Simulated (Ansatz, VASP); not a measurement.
One calculation of Si, two programs

```
Si
1.0
     0.00000    2.74610    2.72704
     2.74610    0.00000    2.72704
     2.74610    2.74610    0.00000
Si
2
Direct
  0.00000 0.00000 0.00000
  0.25000 0.25000 0.25000
```

Change from the starting cell: strained cell.

Alike in both runs: functional PBE; k mesh 8 × 8 × 8; occupations gaussian, width 0.02 eV; no spin polarisation.

Ansatz relaxed the structure, and its values are those at the end. VASP's run is a single point on that final structure, the one shown.

|  | VASP | Ansatz |
| --- | --- | --- |
| version | VASP 6.6.1 | Ansatz 0.2.0 |
| potentials or method | VASP PAW PBE potentials, release 64 (Si) | scalar-relativistic, plane waves, PAW |
| plane-wave cutoff (eV) | 520 | 420 |
| valence electrons in the cell | 8 | 8 |

Ansatz gave:

```
gap on the k mesh at the Fermi level (eV) : 0.58
least direct gap on the mesh (eV)         : 2.50
pressure (GPa)                            : -0.4
```

Problem. Estimate VASP's values.

Solution. gap on the k mesh at the Fermi level (eV): 0.59; least direct gap on the mesh (eV): 2.50; pressure (GPa): -0.5.

Ansatz warned: «stress_scf_threshold_loose».

A k mesh can miss the band edges.
